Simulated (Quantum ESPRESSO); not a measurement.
# Zn under changes of volume

One of the cells (15.330 Å³/atom); the others are scaled copies at fixed shape and fractional positions:

```xyz
2
Lattice="2.6700 0.0000 0.0000 -1.3350 2.3123 0.0000 0.0000 0.0000 4.9660" Properties=species:S:1:pos:R:3 pbc="T T T"
Zn    1.3350    0.7708    3.7245
Zn    0.0000    1.5415    1.2415
```

* Program: Quantum ESPRESSO 7.5
* Functional: PBE
* Potentials or basis: SSSP 1.3 efficiency PBE
* Cutoff: 748 eV
* Density cutoff: 5987 eV
* k mesh: 11 × 11 × 6
* Occupations: fermi-dirac, width 0.05 eV
* Spin: no spin polarisation

| volume (Å³/atom) | energy over the lowest point (meV/atom) | pressure (GPa) |
| --- | --- | --- |
| 14.410 | ? | ? |
| 14.716 | 3.82 | 2.5 |
| 15.023 | 0.36 | 0.8 |
| 15.330 | 0.00 | -0.8 |
| 15.636 | 2.38 | -2.1 |
| 15.943 | 7.16 | -3.3 |
| 16.249 | 14.06 | -4.3 |

Problem. What does the run at 14.410 Å³/atom give?

Solution. Energy over the lowest point 10.77 meV/atom; pressure 4.4 GPa.

Worked out: A Birch-Murnaghan fit of order 3 (a polynomial in V^(-2/3)) to the other rows has its minimum at 15.21 Å³/atom with B0 = V·E''(V) = 74 GPa and B' = 5.2 at fixed shape and positions, which overstates the stiffness. It gives 10.77 meV/atom at 14.410 Å³/atom, against the run's 10.77, and -dE/dV = 4.6 GPa, against 4.4.

Energies are extrapolated to zero smearing.
